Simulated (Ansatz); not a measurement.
Relaxing SbSe3

Method: Ansatz, DFT PBE, scalar-relativistic, plane waves, PAW. Cutoff 420 eV, Γ-centred k mesh, Gaussian smearing, no spin polarisation in the final step.

The start puts SbSe3 on the TiAl3 (D0_22) structure type (I4/mmm, No. 139), with Sb in place of Ti, Se in place of Al, at a guessed volume.

```yaml
crystal:
  lattice:
    - [-2.28566, 2.28566, 5.10562]
    - [2.28566, -2.28566, 5.10562]
    - [2.28566, 2.28566, -5.10562]
  atoms:
    - { symbol: Sb, position: [0.00000, 0.00000, 0.00000] }
    - { symbol: Se, position: [0.50000, 0.50000, 0.00000] }
    - { symbol: Se, position: [0.25000, 0.75000, 0.50000] }
    - { symbol: Se, position: [0.75000, 0.25000, 0.50000] }
```

Cell and atoms relax at zero pressure; the relaxation can't lower the symmetry of the start. After a coarse first stage the cell is made exact in the group found at 0.06 Å.

The zero of energy is the elements' standard structures at the same level; no fitted shifts are applied.

Describe the relaxed structure.

It keeps I4/mmm (No. 139), but not the shape of the type it started on. Conventional cell: a = 3.909 Å, c = 13.728 Å. Sb is coordinated by 4 Se at 2.76 Å; Se on Wyckoff site b (1 atom of the primitive cell) is coordinated by 4 Sb at 2.76 Å; Se on Wyckoff site d (2 atoms of the primitive cell) has 4 Se at 2.76 Å.

```
Sb Se
1.0
    -1.95468    1.95468    6.86409
     1.95468   -1.95468    6.86409
     1.95468    1.95468   -6.86409
Sb Se
1 3
Cartesian
  0.0000 0.0000 0.0000
  0.0000 0.0000 6.8641
  1.9547 0.0000 3.4320
  0.0000 1.9547 3.4320
```

What are its volume, energy, density and gap?

The volume per atom is 26.2 Å³ and the density is 5.7 g/cm³. The energy over the elements is 0.23 eV/atom. The gap on the 16×16×16 mesh is 0 eV (a metal).

The final run used a 16×16×16 mesh on its 4-atom cell and 0.10 eV smearing. The k mesh leaves about 4 meV/atom of noise in metals. No dispersion correction is applied, so the spacing between layers, chains or molecules is poorly fixed, and with it the volume and density. Spin–orbit coupling is left out. A structure relaxed within its symmetry needn't be a true minimum.

Cost: 3 runs of about 15 core-minutes in all, on Arm Neoverse N1 (shared hosts).